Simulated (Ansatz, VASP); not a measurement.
# One calculation of Ti, two programs

Contents of POSCAR:

```
Ti
1.0
   -1.6419938854      1.6419938854      1.6419938854
    1.6419938854     -1.6419938854      1.6419938854
    1.6419938854      1.6419938854     -1.6419938854
Ti
1
Direct
    0.0000000000      0.0000000000      0.0000000000
```

Contents of INCAR.step1:

```
SYSTEM = Ti
ALGO = Normal
EDIFF = 1E-4
ENCUT = 520
GGA = PE
ISMEAR = 0
LASPH = .TRUE.
LCHARG = .FALSE.
LREAL = .FALSE.
LWAVE = .TRUE.
NBANDS = 12
NELM = 100
PREC = Accurate
SIGMA = 0.1
```

The input INCAR.step2:

```
SYSTEM = Ti
ALGO = Normal
EDIFF = 1E-6
ENCUT = 520
ISIF = 2
ISMEAR = 0
ISTART = 1
LASPH = .TRUE.
LCHARG = .TRUE.
LELF = .TRUE.
LMIXTAU = .TRUE.
LREAL = .FALSE.
LVHAR = .TRUE.
LWAVE = .FALSE.
METAGGA = R2SCAN
NBANDS = 12
NELM = 100
PREC = Accurate
SIGMA = 0.1
```

Contents of KPOINTS:

```
k-points
0
G
  18 18 18
  0 0 0
```

Input for Ansatz:

```yaml
crystal:
  lattice:
    - [-1.6419938854, 1.6419938854, 1.6419938854]
    - [1.6419938854, -1.6419938854, 1.6419938854]
    - [1.6419938854, 1.6419938854, -1.6419938854]
  atoms:
    - { symbol: Ti, position: [0.0, 0.0, 0.0] }
basis:
  ecutwfc: 500
kpoints:
  mp_grid: { grid: [18, 18, 18] }
hamiltonian:
  xc: r2scan
scf:
  occupations: { method: gaussian, width: 0.1 }
output:
  forces: true
  stress: true
  eigenvalues: true
```

Alike in both runs: task single point; functional r2SCAN; k mesh 18 × 18 × 18; occupations gaussian, width 0.1 eV; no spin polarisation.

```csv
,VASP,Ansatz
version,VASP 6.6.1,Ansatz 0.2.0
potentials or method,"VASP PAW PBE potentials, release 64 (Ti_sv)","scalar-relativistic, plane waves, PAW"
plane-wave cutoff (eV),520,500
valence electrons in the cell,12,12
```

|  | VASP | Ansatz | Ansatz less VASP |
| --- | --- | --- | --- |
| gap on the k mesh at the Fermi level (eV) | none | none | - |
| pressure (GPa) | -2.9 | -3.1 | -0.27 |

A gap of «none» marks a metal or a gap that the smearing closes. With one functional, cell and mesh, what is left measures potentials, basis and numerics.

Caveats: the PAW data sets were made with another functional, which shifts forces and pressure a little (VASP).
